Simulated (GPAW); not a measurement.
Wanted: an ASE script for a GPAW 26.7.0 run.

* Task: equation of state
* Functional: PBEsol
* Potentials or basis: PAW data sets generated in the run's folder for this functional
* Cutoff: 800 eV
* Basis: pw
* k mesh: 10 × 10 × 10
* Occupations: fermi-dirac, width 0.05 eV
* Spin: no spin polarisation
* Maxiter: 150
* Eos scales: [0.94, 0.96, 0.98, 1.0, 1.02, 1.04, 1.06]

HfC:

```
Hf C
1.0
     0.00000    2.32500    2.32500
     2.32500    0.00000    2.32500
     2.32500    2.32500    0.00000
Hf C
1 1
Direct
  0.50000 0.50000 0.50000
  0.00000 0.00000 0.00000
```

The input as run:

run.py

```python
from ase import Atoms
from ase.eos import EquationOfState
from ase.io import Trajectory
from ase.units import GPa
from gpaw import GPAW, PW, setup_paths

setup_paths.insert(0, '.')

atoms = Atoms(['Hf', 'C'],
              cell=[[0.0, 2.325, 2.325],
                    [2.325, 0.0, 2.325],
                    [2.325, 2.325, 0.0]],
              scaled_positions=[[0.5, 0.5, 0.5],
                                [0.0, 0.0, 0.0]],
              pbc=True)

traj = Trajectory('eos.traj', 'w')
volumes, energies = [], []
for x in [0.94, 0.96, 0.98, 1.0, 1.02, 1.04, 1.06]:
    a = atoms.copy()
    a.set_cell(atoms.cell * x**(1 / 3), scale_atoms=True)
    calc = GPAW(mode=PW(800),
                xc='PBEsol',
                kpts={'size': (10, 10, 10), 'gamma': True},
                occupations={'name': 'fermi-dirac', 'width': 0.05},
                nbands=18,
                convergence={'density': 1e-05, 'energy': 1e-05},
                maxiter=150,
                txt=f'eos-{x:.2f}.txt')
    a.calc = calc
    energies.append(a.get_potential_energy(force_consistent=True))
    volumes.append(a.get_volume())
    p = -a.get_stress()[:3].mean() / GPa
    calc.write(f'eos-{x:.2f}.gpw')
    traj.write(a)
    print(f'{x:.2f} {volumes[-1]:10.4f} A^3 {energies[-1]:14.6f} eV {p:9.3f} GPa', flush=True)

v0, e0, B = EquationOfState(volumes, energies, eos='birchmurnaghan').fit()
print(f'V0 = {v0:.4f} A^3, E0 = {e0:.6f} eV, B0 = {B / GPa:.2f} GPa')
```

Potentials or basis: PAW data sets generated in the run's folder for this functional, pw.

Launch:

```console
$ gpaw-setup -f PBEsol C Hf
$ OMP_NUM_THREADS=1 python run.py
```

Results of the run:

The equilibrium volume is 12.31 Å³/atom. The bulk modulus is 253 GPa. The pressure derivative of the bulk modulus is 4.0.

It took 2.5 min on 1 thread of Arm Neoverse V2, on a shared host, peak memory 0.26 GiB.
